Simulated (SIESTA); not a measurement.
**Cu under changes of volume**

One of the cells (11.810 Å³/atom); the others are scaled copies at fixed shape and fractional positions:

```
Cu
1.0
     0.00000    1.80750    1.80750
     1.80750    0.00000    1.80750
     1.80750    1.80750    0.00000
Cu
1
Direct
  0.00000 0.00000 0.00000
```

| Quantity | Value |
| --- | --- |
| Program | SIESTA 5.4.2 |
| Functional | PBE |
| Potentials or basis | SG15 1.2 (PBE files) or PseudoDojo by element |
| Basis | DZP (energy shift 0.003 Ry; two zetas on semicore shells) |
| Grid cutoff | 800 Ry |
| Energy shift | 0.003 Ry |
| k mesh | 13 × 13 × 13 |
| Occupations | fermi-dirac, width 0.05 eV |
| Spin | no spin polarisation |

| volume (Å³/atom) | energy over the lowest point (meV/atom) | pressure (GPa) |
| --- | --- | --- |
| 11.102 | ? | ? |
| 11.338 | 9.59 | 6.9 |
| 11.574 | 2.26 | 3.2 |
| 11.810 | 0.00 | 0.0 |
| 12.047 | 2.11 | -2.8 |
| 12.283 | 8.23 | -5.3 |
| 12.519 | 19.02 | -7.5 |

What does the run at 11.102 Å³/atom give?

Energy over the lowest point 22.87 meV/atom; pressure 11.3 GPa.

Worked out: A Birch-Murnaghan fit of order 3 (a polynomial in V^(-2/3)) to the other rows has its minimum at 11.82 Å³/atom with B0 = V·E''(V) = 153 GPa (rough, since the energies scatter). It gives 21.56 meV/atom at 11.102 Å³/atom, against the run's 22.87, and -dE/dV = 9.8 GPa, against 11.3.

Energies are extrapolated to zero smearing.

Caveats: the basis of atomic orbitals isn't converged, which shifts pressures, moduli and gaps.
